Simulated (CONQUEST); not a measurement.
# GeS under changes of volume

One of the cells (20.535 Å³/atom); the others are scaled copies at fixed shape and fractional positions:

```xyz
8
Lattice="3.6460 0.0000 0.0000 0.0000 4.2990 0.0000 0.0000 0.0000 10.4810" Properties=species:S:1:pos:R:3 pbc="T T T"
Ge    2.7345    3.7500    9.2013
Ge    0.9115    1.6005    6.5202
Ge    2.7345    2.6985    3.9608
Ge    0.9115    0.5490    1.2797
S     2.7345    2.1396    1.5774
S     0.9115    4.2891    3.6631
S     2.7345    0.0099    6.8179
S     0.9115    2.1594    8.9036
```

```yaml
Program: CONQUEST 1.3
Functional: PBE
Potentials_or_basis: PseudoDojo NC PBE, DZ, grid of 36 × 48 × 100 points
k_mesh: 7 × 6 × 3
Occupations: fermi-dirac, width 0.05 eV
Spin: no spin polarisation
```

```csv
volume (Å³/atom),energy over the lowest point (meV/atom),pressure (GPa),gap on the mesh (eV),largest force (eV/Å)
19.303,145.92,15.4,1.12,2.137
19.714,109.30,13.2,1.17,1.906
20.124,78.23,11.0,1.21,1.691
20.535,52.46,9.1,1.25,1.479
20.946,31.17,7.6,1.29,1.285
21.357,?,?,?,?
21.767,0.00,4.5,1.36,0.936
```

What does the run at 21.357 Å³/atom give?

Energy over the lowest point 13.57 meV/atom; pressure 6.1 GPa; gap on the mesh 1.33 eV; largest force 1.103 eV/Å.

Worked out: A Birch-Murnaghan fit of order 3 (a polynomial in V^(-2/3)) to the other rows has no minimum within the range. It gives 13.79 meV/atom at 21.357 Å³/atom, against the run's 13.57, and -dE/dV = 6.0 GPa, against 6.1. A straight line through the other rows of the gap, of slope 1.99 eV per unit of ln V (its deformation potential), gives 1.33 eV, against the run's 1.33.

Energies are extrapolated to zero smearing.

Caveats: the atomic basis is small; an odd mesh through Γ misses points on the zone boundary, where band edges often lie; the basis of atomic orbitals isn't converged, which shifts pressures, moduli and gaps; forces of over 1 eV/Å show positions far from the minimum, so gaps and moduli don't describe the material at rest (some runs). Spin-orbit coupling on Ge is left out.
